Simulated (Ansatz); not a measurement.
Runs of Ansatz 0.2.0 on GaN. Symmetry: P-6m2, No. 187, hexagonal system. Conventional cell: a = 2.981 Å, b = 2.981 Å, c = 2.683 Å, α = 90.00°, β = 90.00°, γ = 120.00°. Ga (site symmetry -6m2) is surrounded by 6 N at 2.18 Å. N (site symmetry -6m2) is surrounded by 6 Ga at 2.18 Å. The cell was built by a generator and needn't be a form met in nature.

| level | cutoff (eV) | screening (1/Å) | share of exact exchange | gap on the mesh (eV) | pressure (GPa) |
| --- | --- | --- | --- | --- | --- |
| r2SCAN50 | 500 | - | - | (a) | -20.0 |
| HF | 420 | - | - | 7.33 | (b) |
| PBE0 | 420 | - | - | (c) | -10.7 |
| HSE06 form with a typed share of exact exchange | 420 | 0.2 | 0.4 | 1.05 | -15.4 |
| HSE06 form with a typed share of exact exchange | 420 | 0.2 | 0.5 | 1.55 | -18.5 |

Alike in all rows: task single point; potentials or basis Ansatz PAW; no spin polarisation; cell as given; k mesh 5 × 5 × 5; smearing fermi-dirac 0.05 eV; the mesh is coarse, so values aren't converged.

Problem. Fill in the values left out.

Solution. (a) 3.03; (b) -13.8; (c) 1.04.

Caveats: all runs use coarse meshes; odd divisions of the mesh miss points on the zone boundary, where band edges often lie, so the gap on the mesh can be too wide; the PAW data sets come from PBE, with cores solved anew for the run's functional, which leaves a small shift of forces and pressure; the thresholds are loose for stress; so large a pressure means that the cell lies far from this level's equilibrium, or that cutoff or potentials fall short (some runs).

A k mesh can miss the band edges, and the runs leave out spin-orbit coupling on Ga.
